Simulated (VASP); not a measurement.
# Se (Fd-3m) in VASP: phonons with PBE

Aim: the phonons of Se with PBE.

Program: VASP 6.6.1. These are calculated values, not measurements. Logs are shortened: lines on timing, memory, paths and dates and some standing lists are left out, and cuts for length are marked.

### Step 1. The crystal as given

Symmetry: Fd-3m, No. 227, cubic system. The conventional cell has a = 6.251 Å, b = 6.251 Å, c = 6.251 Å, α = 90.00°, β = 90.00°, γ = 90.00°. Se (site symmetry -43m) is surrounded by 4 Se at 2.71 Å.

This isn't the form of Se at room conditions, which is trigonal, of chains.

### Step 2. Phonons, PBE

INCAR reads:

```
SYSTEM = Se
PREC = Accurate
ENCUT = 520
EDIFF = 1E-8
ISMEAR = -1
SIGMA = 0.05
LREAL = .FALSE.
LASPH = .TRUE.
NELM = 100
ALGO = Normal
ISIF = 2
LWAVE = .FALSE.
LCHARG = .FALSE.
GGA = PE
IBRION = 8
NSW = 1
```

KPOINTS reads:

```
regular mesh
0
G
  6 6 6
  0 0 0
```

POSCAR reads:

```
Se
1.0
    0.0000000000      3.1255670000      3.1255670000
    3.1255670000      0.0000000000      3.1255670000
    3.1255670000      3.1255670000      0.0000000000
Se
2
Direct
    0.5000000000      0.5000000000      0.5000000000
    0.7500000000      0.7500000000      0.7500000000
```

Potentials or basis: VASP PAW PBE potentials, release 64 (Se).

Launch:

```sh
$ cat potpaw_PBE.64/Se/POTCAR > POTCAR
$ mpirun -np 1 vasp_std > vasp.out
```

OUTCAR:

```text
SYSTEM = Se
   PREC = Accurate
   ENCUT = 520
   EDIFF = 1E-8
   ISMEAR = -1
   LREAL = .FALSE.
   LASPH = .TRUE.
   NELM = 100
   ISIF = 2
   GGA = PE
   IBRION = 8
   NSW = 1

 ion  position               nearest neighbor table
   1  0.500  0.500  0.500-   2 2.71   2 2.71   2 2.71   2 2.71
   2  0.750  0.750  0.750-   1 2.71   1 2.71   1 2.71   1 2.71

  LATTYP: Found a face centered cubic cell.
 ALAT       =     6.2511340000

  Lattice vectors:

 A1 = (   0.0000000000,   3.1255670000,   3.1255670000)
 A2 = (   3.1255670000,   0.0000000000,   3.1255670000)
 A3 = (   3.1255670000,   3.1255670000,   0.0000000000)

Analysis of symmetry for initial positions (statically):
=====================================================================
 Subroutine PRICEL returns:
 Original cell was already a primitive cell.

 Routine SETGRP: Setting up the symmetry group for a
 face centered cubic supercell.

 Subroutine GETGRP returns: Found 48 space group operations
 (whereof 24 operations were pure point group operations)
 out of a pool of 48 trial point group operations.

The static configuration has the point symmetry T_d .
 The point group associated with its full space group is O_h .

Analysis of symmetry for dynamics (positions and initial velocities):
=====================================================================
 Subroutine PRICEL returns:
 Original cell was already a primitive cell.

 Routine SETGRP: Setting up the symmetry group for a
 face centered cubic supercell.

 Subroutine GETGRP returns: Found 48 space group operations
 (whereof 24 operations were pure point group operations)
 out of a pool of 48 trial point group operations.

The dynamic configuration has the point symmetry T_d .
 The point group associated with its full space group is O_h .

 Subroutine INISYM returns: Found 48 space group operations
 (whereof 24 operations are pure point group operations),
 and found     1 'primitive' translations

[... 356 lines left out ...]
  -------------------------------------------------------------------------------------
  Total        0.6203986      0.6203986      0.6203986      0.0000000     -0.0000000     -0.0000000
  in kB       16.2766466     16.2766466     16.2766466      0.0000000     -0.0000000     -0.0000000
  external PRESSURE =      16.2766466 kB  Pullay stress =       0.0000000 kB

 VOLUME and BASIS-vectors are now :
 -----------------------------------------------------------------------------
  energy-cutoff  :      520.00
  volume of cell :       61.07
      direct lattice vectors                 reciprocal lattice vectors
     0.000000000  3.125567000  3.125567000    -0.159970975  0.159970975  0.159970975
     3.125567000  0.000000000  3.125567000     0.159970975 -0.159970975  0.159970975
     3.125567000  3.125567000  0.000000000     0.159970975  0.159970975 -0.159970975

 POSITION                                       TOTAL-FORCE (eV/Angst)
 -----------------------------------------------------------------------------------
      3.12557      3.12557      3.12557         0.000000      0.000000     -0.000000
      4.68835      4.68835      4.68835        -0.000000     -0.000000      0.000000
 -----------------------------------------------------------------------------------
    total drift:                                0.000000      0.000000      0.000000

  FREE ENERGIE OF THE ION-ELECTRON SYSTEM (eV)
  ---------------------------------------------------
  free  energy   TOTEN  =        -5.9912257072 eV

  energy  without entropy=       -5.9778735437  energy(sigma->0) =       -5.98454963

[... ionic steps 2 to 3 ...]

--------------------------------------- Ionic step        4  -------------------------------------------

 Free energy of the ion-electron system (eV)
  ---------------------------------------------------
  ---------------------------------------------------
  free energy    TOTEN  =        -0.08236438 eV

  energy without entropy =       -0.08236438

------------------------ aborting loop because EDIFF is reached ----------------------------------------

 INTERNAL STRAIN TENSOR  FOR ION    1  DIRECTION 1   (eV/Angst):
 -----------------------------------------------------------------------------
    -0.00026  0.00000  0.00000
     0.00000 -0.00092 -8.97560
     0.00000 -8.97560 -0.00092

 INTERNAL STRAIN TENSOR FOR ION    2 for displacements in x,y,z  (eV/Angst):
          X           Y           Z          XY          YZ          ZX
  --------------------------------------------------------------------------------
  x     0.00000     0.00000     0.00000     0.00000     8.97560     0.00000
  y     0.00000    -0.00000     0.00000     0.00000     0.00000     8.97560
  z     0.00000     0.00000     0.00000     8.97560     0.00000     0.00000

 SECOND DERIVATIVES (NOT SYMMETRIZED)
 ------------------------------------
               1X          1Y          1Z          2X          2Y          2Z
  1X     7.854264    0.000000    0.000000   -7.854264    0.000000    0.000000
  1Y     0.000000    7.854264    0.000000    0.000000   -7.854264    0.000000
  1Z     0.000000    0.000000    7.854264    0.000000    0.000000   -7.854264
  2X    -7.854264    0.000000    0.000000    7.854264    0.000000    0.000000
  2Y     0.000000   -7.854264    0.000000    0.000000    7.854264    0.000000
  2Z     0.000000    0.000000   -7.854264    0.000000    0.000000    7.854264

 Eigenvectors and eigenvalues of the dynamical matrix
 ----------------------------------------------------

   1 f  =    0.000000 THz     0.000000 2PiTHz    0.000000 cm-1     0.000000 meV
             X         Y         Z           dx          dy          dz
      3.125567  3.125567  3.125567     0.000000   -0.707107    0.000000
      4.688351  4.688351  4.688351     0.000000   -0.707107    0.000000
[... 21 lines left out ...]
   6 f/i=    6.972924 THz    43.812171 2PiTHz  232.591695 cm-1    28.837682 meV
             X         Y         Z           dx          dy          dz
      3.125567  3.125567  3.125567    -0.707107    0.000000    0.000000
      4.688351  4.688351  4.688351     0.707107    0.000000    0.000000

--------------------------------------------------------------------------------------------------------

 ELASTIC MODULI CONTR FROM IONIC RELAXATION (kBar)
 Direction    XX          YY          ZZ          XY          YZ          ZX
 --------------------------------------------------------------------------------
 XX           0.0000      0.0000      0.0000      0.0000      0.0000      0.0000
 YY           0.0000      0.0000      0.0000      0.0000      0.0000      0.0000
 ZZ           0.0000      0.0000      0.0000      0.0000      0.0000      0.0000
 XY           0.0000      0.0000      0.0000      0.0000      0.0000      0.0000
 YZ           0.0000      0.0000      0.0000      0.0000      0.0000      0.0000
 ZX           0.0000      0.0000      0.0000      0.0000      0.0000      0.0000
 --------------------------------------------------------------------------------
```

OSZICAR:

```text
N       E                     dE             d eps       ncg     rms          rms(c)
DAV:   1     0.614670197024E+02    0.61467E+02   -0.49430E+03   320   0.978E+02
DAV:   2    -0.275873046520E+01   -0.64226E+02   -0.63077E+02   504   0.148E+02
DAV:   3    -0.596247899342E+01   -0.32037E+01   -0.31623E+01   366   0.424E+01
DAV:   4    -0.599237006773E+01   -0.29891E-01   -0.29848E-01   374   0.479E+00
[... 23 lines left out ...]
RMM:   8    -0.823644488678E-01   -0.74885E-06    0.15278E-07  1577   0.244E-04    0.340E-05
RMM:   9    -0.823643056636E-01    0.14320E-06    0.11701E-07  1510   0.132E-04    0.133E-05
RMM:  10    -0.823643691853E-01   -0.63522E-07   -0.36345E-09  1618   0.609E-05    0.712E-06
RMM:  11    -0.823643822247E-01   -0.13039E-07    0.24676E-09  1603   0.573E-05    0.101E-06
RMM:  12    -0.823643804808E-01    0.17439E-08    0.69993E-09  1269   0.449E-05    0.370E-07
 Linear response finished
```

stdout:

```text
POSCAR found type information on POSCAR Se
 POSCAR found :  1 types and       2 ions
 scaLAPACK will be used
 LDA part: xc-table for (Slater+PW92), standard interpolation
 POSCAR, INCAR and KPOINTS ok, starting setup
 FFT: planning ... GRIDC
 FFT: planning ... GRID_SOFT
 FFT: planning ... GRID
 WAVECAR not read
 entering main loop
 Linear response reoptimize wavefunctions to high precision
 Linear response DOF=           1
 Linear response progress:
 first order change of Fermi-energy   0.17690E-04
 force on displaced ion       1 direction 1 :   7.854   0.000   0.000
 Linear response finished
```

It took 49 s on 1 thread of Intel Xeon Platinum 8488C (Sapphire Rapids), shared host; peak memory 0.25 GiB.

Results:

* Highest phonon frequency at Γ: 0 cm⁻¹
* Most unstable mode: 233i cm⁻¹

Phonon frequencies in cm⁻¹ (negative: imaginary):
| q point | frequencies |
| --- | --- |
| (0.000, 0.000, 0.000) | -233 -233 -233 0 0 0 |

Caveat: the atoms weren't relaxed first, which shifts response properties; some modes are imaginary.
